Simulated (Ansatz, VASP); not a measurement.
Two plane-wave programs on BaS

The input INCAR:

```
SYSTEM = BaS
PREC = Accurate
ENCUT = 520
EDIFF = 1E-6
ISMEAR = 0
SIGMA = 0.05
LREAL = .FALSE.
LASPH = .TRUE.
NELM = 100
ALGO = Normal
ISIF = 2
LWAVE = .FALSE.
LCHARG = .TRUE.
GGA = PS
LELF = .TRUE.
LVHAR = .TRUE.
NBANDS = 15
```

KPOINTS

```
Automatic mesh
0
G
  6 6 6
  0 0 0
```

POSCAR

```
BaS
1.0
    0.0000000000      3.1869005822      3.1869005822
    3.1869005822      0.0000000000      3.1869005822
    3.1869005822      3.1869005822      0.0000000000
Ba S
1 1
Direct
    0.5000000000      0.5000000000      0.5000000000
    0.0000000000      0.0000000000      0.0000000000
```

Input for Ansatz:

```yaml
crystal:
  lattice:
    - [0.0, 3.1869005822, 3.1869005822]
    - [3.1869005822, 0.0, 3.1869005822]
    - [3.1869005822, 3.1869005822, 0.0]
  atoms:
    - { symbol: Ba, position: [0.5, 0.5, 0.5] }
    - { symbol: S, position: [0.0, 0.0, 0.0] }
basis:
  ecutwfc: 420
  ecutrho_ratio: 4
kpoints:
  mp_grid: { grid: [6, 6, 6] }
hamiltonian:
  xc: pbesol
scf:
  occupations: { method: gaussian, width: 0.05 }
output:
  forces: true
  stress: true
  eigenvalues: true
```

Alike in both runs: task single point; functional PBEsol; k mesh 6 × 6 × 6; occupations gaussian, width 0.05 eV; no spin polarisation.

|  | VASP | Ansatz |
| --- | --- | --- |
| version | VASP 6.6.1 | Ansatz 0.2.0 |
| potentials or method | VASP PAW PBE potentials, release 64 (Ba_sv, S) | scalar-relativistic, plane waves, PAW |
| plane-wave cutoff (eV) | 520 | 420 |
| valence electrons in the cell | 16 | 16 |

```tsv
	VASP	Ansatz	Ansatz less VASP
gap on the k mesh at the Fermi level (eV)	1.97	2.07	+0.100
least direct gap on the mesh (eV)	2.11	2.17	+0.068
pressure (GPa)	-0.2	-0.9	-0.64
```

Caveats: the PAW data sets were made with another functional, which shifts forces and pressure a little (VASP); spin-orbit coupling is left out, which moves the levels of the heavy elements. A k mesh can miss the band edges. As with any semilocal functional, this PBEsol gap is likely too small.
